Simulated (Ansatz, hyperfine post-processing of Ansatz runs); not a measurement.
# Li2NiOF2: isotropic lines and sites in a paramagnetic 7Li spectrum

Calculated values: DFT, PBEsol+U, plane-wave PAW, default files (PAW set soft_2), collinear spin, scalar-relativistic (Ansatz), contact and point-dipole shifts scaled to 330 K with Θ = 0 K (a pure Curie law); spin-only moments, above the ordering temperature.

```cif
data_structure
_symmetry_space_group_name_H-M 'P 1'
_symmetry_Int_Tables_number 1
_cell_length_a 2.9310
_cell_length_b 2.9310
_cell_length_c 12.4561
_cell_angle_alpha 90.000
_cell_angle_beta 90.000
_cell_angle_gamma 90.000
_cell_volume 107.01
loop_
_atom_site_label
_atom_site_type_symbol
_atom_site_fract_x
_atom_site_fract_y
_atom_site_fract_z
_atom_site_occupancy
Ni1 Ni 0.50000 0.00000 0.08247 1
Ni2 Ni 0.00000 0.50000 0.91753 1
F3 F 0.00000 0.50000 0.74248 1
F4 F 0.50000 0.00000 0.58126 1
F5 F 0.00000 0.50000 0.41874 1
F6 F 0.50000 0.00000 0.25752 1
O7 O 0.00000 0.50000 0.08499 1
O8 O 0.50000 0.00000 0.91501 1
Li9 Li 0.50000 0.00000 0.74736 1
Li10 Li 0.00000 0.50000 0.58030 1
Li11 Li 0.50000 0.00000 0.41970 1
Li12 Li 0.00000 0.50000 0.25264 1
```

7Li MAS at 11.7 T (193.6 MHz), 30 kHz, 330 K; contact and dipolar shift alone, no orbital or quadrupolar part; lines under 1.5 % of the strongest are left out. NMR lines, with heights relative to the strongest:

```
position (ppm)  intensity
        -538.5        2.9
        -383.6         17
        -273.5        3.5
        -228.6         66
        -118.5         27
         -73.7         63
          36.4        100
          81.3         34
         191.4         59
         236.2        7.3
         346.3         27
         391.2         36
         501.3         41
         546.1         23
         656.2         12
         701.1         17
         811.1        4.3
         856.0        6.3
        1011.0        2.1
```

**Question.** Which lines are isotropic ones rather than spinning sidebands, and which Li atoms give them?

Sidebands are spaced by 155 ppm (the spinning rate over the resonance of 193.6 MHz). An isotropic line need not be the tallest: it is the area-weighted centre of its own family of sidebands, and the one that stays put when the rate is changed. Isotropic shifts: 191 ppm for atom 9 and the 1 atom equivalent to it (5 Ni through links of 88 to 91° (8) and 180° (1)), reduced anisotropy 531 ppm; 81 ppm for atom 10 and the 1 atom equivalent to it (1 Ni through links of 180° (1)), reduced anisotropy 792 ppm. The families' total areas stand as 1:1; where areas are equal the match rests on the calculation.

[Logs are printed without paths, hosts, clocks, repeated set-up lines and the standing remarks that a program may print on its own settings, such as how far it seeks lower states.]

[Hosts, paths, dates, database ids (printed as entryN), source tags and the programs' standing remarks are cut or masked in the printed files.]
